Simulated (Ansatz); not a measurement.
# SnS2: the cost of one run

Method: DFT PBEsol+D3(BJ), scalar-relativistic, plane waves, PAW, in Ansatz 0.2.0.

### 1 The starting structure

It takes space group P3m1 (No. 156, trigonal). The conventional cell has a = 3.676 Å, b = 3.676 Å, c = 33.261 Å, α = 90.00°, β = 90.00°, γ = 120.00°. Around S (site symmetry 3m) lie 3 Sn at 2.58 Å. Sn (site symmetry 3m) is surrounded by 6 S at 2.58 Å. Only part of the 9 independent sites is listed.

Coordinates:

```cif
data_structure
_symmetry_space_group_name_H-M 'P3m1'
_symmetry_Int_Tables_number 156
_cell_length_a 3.6758
_cell_length_b 3.6758
_cell_length_c 33.2610
_cell_angle_alpha 90.000
_cell_angle_beta 90.000
_cell_angle_gamma 120.000
_cell_volume 389.21
loop_
_atom_site_label
_atom_site_type_symbol
_atom_site_symmetry_multiplicity
_atom_site_Wyckoff_symbol
_atom_site_fract_x
_atom_site_fract_y
_atom_site_fract_z
_atom_site_occupancy
S1 S 1 a 0.00000 0.00000 0.27059 1
Sn1 Sn 1 c 0.66667 0.33333 0.31452 1
S2 S 1 b 0.33333 0.66667 0.35844 1
S3 S 1 a 0.00000 0.00000 0.45607 1
Sn2 Sn 1 b 0.33333 0.66667 0.50001 1
S4 S 1 c 0.66667 0.33333 0.54393 1
S5 S 1 a 0.00000 0.00000 0.64156 1
Sn3 Sn 1 c 0.66667 0.33333 0.68549 1
S6 S 1 b 0.33333 0.66667 0.72941 1
```

Slab cut from the bulk at the bulk's listed lattice constants, lower half held.

### 2 Relaxing the atoms

Input file input.yaml:

```yaml
crystal:
  lattice:
    - [3.67584688, 0.0, 0.0]
    - [-1.83792344, 3.18337678, 0.0]
    - [0.0, 0.0, 33.2610128483]
  atoms:
    - { symbol: S, position: [0.0, 0.0, 0.2705870696] }
    - { symbol: Sn, position: [0.66666667, 0.33333334, 0.3145185697] }
    - { symbol: S, position: [0.33333333, 0.66666666, 0.3584395998] }
    - { symbol: S, position: [0.0, 0.0, 0.4560737299] }
    - { symbol: Sn, position: [0.33333333, 0.66666666, 0.50000523] }
    - { symbol: S, position: [0.66666667, 0.33333334, 0.5439262701] }
    - { symbol: S, position: [0.0, 0.0, 0.6415604002] }
    - { symbol: Sn, position: [0.66666667, 0.33333334, 0.6854919003] }
    - { symbol: S, position: [0.33333333, 0.66666666, 0.7294129304] }
basis:
  ecutwfc: 420.0
  fft_grid_basis: typed
kpoints:
  mp_grid: { grid: [9, 9, 1] }
hamiltonian:
  xc: pbesol
  dispersion: d3bj
  pseudopotentials: { kind: paw }
scf:
  occupations: { method: gaussian, width: 0.05 }
output:
  forces: true
  eigenvalues: true
efield:
  axis: 3
  dipole_correction: true
  ramp_width: 0.04
relax:
  adjacent_minimum: "off"
  f_tol: 0.04
  max_steps: 40
  constraints: [{ sites: [0, 1, 2, 3] }]
```

Launch:

```sh
$ ansatz run input.yaml --threads 1 --pin off --max-ram 2211MiB --backend cpu --events-out ev --progress --plain --runs-dir out
```

Q: Estimate wall time and peak memory on 1 thread of Arm Neoverse N1, shared host.

About 4.1 min, with a peak of 0.55 GiB.
